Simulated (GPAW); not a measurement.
CsPbCl3:

```xyz
5
Lattice="5.6050 0.0000 0.0000 0.0000 5.6050 0.0000 0.0000 0.0000 5.6050" Properties=species:S:1:pos:R:3 pbc="T T T"
Pb    2.8025    2.8025    2.8025
Cs    0.0000    0.0000    0.0000
Cl    2.8025    0.0000    2.8025
Cl    0.0000    2.8025    2.8025
Cl    2.8025    2.8025    0.0000
```

Base run:

* Program: GPAW 26.7.0
* Functional: SCAN
* Potentials or basis: GPAW PAW data sets (gpaw-data 1.2.1)
* Cutoff: 600 eV
* Basis: pw
* k mesh: 5 × 5 × 5
* Occupations: fermi-dirac, width 0.05 eV
* Spin: no spin polarisation

Its results: band gap on the k mesh 3.21 eV, direct; pressure 0.5 GPa.

Question: The run is repeated on the same cell with these changes: functional from SCAN to PBE. What comes out?

Answer: Band gap on the k mesh 2.90 eV, direct; pressure 1.6 GPa.

SCAN gives the wider gap, since meta-GGAs in the generalised Kohn-Sham scheme recover part of the derivative discontinuity.

Caveats: spin-orbit coupling is left out, which as a rule narrows the gap of such compounds by several tenths of an eV; an odd mesh through Γ misses points on the zone boundary, where band edges often lie; the PAW data sets were made with another functional, which shifts forces and pressure a little (some runs).

Not every run made on this cell is shown here.
